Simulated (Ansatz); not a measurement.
MnO$_{2}$, fluorite type; equations of state without spin from Ansatz PAW hard set, 700 eV.

PBE (k-mesh 21³, smearing 0.061 eV) gives V₀ = 8.216 Å³/atom and B₀ = 277 GPa.

**Question.** What does r²SCAN give (700 eV, k-mesh 13³, smearing 0.1 eV)?

**Answer.** V₀ = 8.008 Å³/atom (-2.5 %) and B₀ = 309 GPa (+12 %).

This cubic structure is a model: it isn't the usual form of the substance at ambient conditions, and such phases are metastable or hypothetical. Spin polarisation is left out, and a magnetic state may lie lower. Potentials made with PBE were used with another functional (at least in: Ansatz PAW hard set, 700 eV (r²SCAN)).
